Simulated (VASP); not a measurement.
# A VASP 6.6.1 single-point calculation on KCl

INCAR

```
NELM = 95
NBANDS = 15
PREC = Accurate
LCHARG = .FALSE.
GGA = PE
LWAVE = .FALSE.
LREAL = .FALSE.
SIGMA = 0.01
ISMEAR = 0
LASPH = .TRUE.
ISIF = 2
NSW = 0
EDIFF = 0.001
ENCUT = 520
AMIX = 0.1
IBRION = -1
```

KPOINTS

```
KPOINTS created by Atomic Simulation Environment
0
Gamma
6 6 6
0 0 0
```

POSCAR

```
K  Cl
 1.0000000000000000
     0.0000000000000000    3.5072828303999999    3.5072828303999999
     3.4196007597000002    0.0000000000000000    3.5072828303999999
     3.4196007597000002    3.5072828303999999    0.0000000000000000
 K   Cl
   1   1
Cartesian
  0.0000000000000000  0.0000000000000000  0.0000000000000000
  1.7098003798500003  1.7536414151999997  1.7536414151999999
```

The recommended PBE PAW datasets give the neutral cell 16 valence electrons.

Command

```
mpirun -np 1 vasp_std
```

**Question.** Predict the outcome of this run.

**Answer.** It converged. Results: gap between bands v and c on the k mesh 4.80 eV; least direct gap on the k mesh 4.85 eV; pressure 0.7 GPa. Band v is the last that the valence electrons fill when counted band by band, and c is the next.

OSZICAR

```
N       E                     dE             d eps       ncg     rms          rms(c)
DAV:   1     0.105039378408E+03    0.10504E+03   -0.66413E+03   900   0.909E+02
DAV:   2     0.679973075340E+00   -0.10436E+03   -0.94653E+02  1225   0.227E+02
DAV:   3    -0.679757672558E+01   -0.74775E+01   -0.74376E+01  1201   0.537E+01
DAV:   4    -0.708475418060E+01   -0.28718E+00   -0.28709E+00  1534   0.963E+00
DAV:   5    -0.708707578700E+01   -0.23216E-02   -0.23216E-02  1208   0.949E-01    0.358E+00
DAV:   6    -0.688382815969E+01    0.20325E+00   -0.75338E-02  1215   0.128E+00    0.327E+00
DAV:   7    -0.658781212010E+01    0.29602E+00   -0.10001E+00  1145   0.454E+00    0.296E+00
DAV:   8    -0.660603958510E+01   -0.18227E-01   -0.63633E-02  1203   0.173E+00    0.138E+00
DAV:   9    -0.661166352610E+01   -0.56239E-02   -0.27660E-02   928   0.107E+00    0.307E-01
DAV:  10    -0.661151668787E+01    0.14684E-03   -0.21380E-03  1313   0.258E-01
   1 F= -.66115167E+01 E0= -.66115167E+01  d E =-.243219E-18
```

Standard output (part)

```
POSCAR found type information on POSCAR K Cl
 POSCAR found :  2 types and       2 ions
 LDA part: xc-table for (Slater+PW92), standard interpolation
 POSCAR, INCAR and KPOINTS ok, starting setup
 WAVECAR not read
 entering main loop
```

For comparison, a separate PBE run of the intended cell, on usual settings and not on those above, gives a gap of 4.82 eV on its mesh and a pressure of 0.6 GPa.
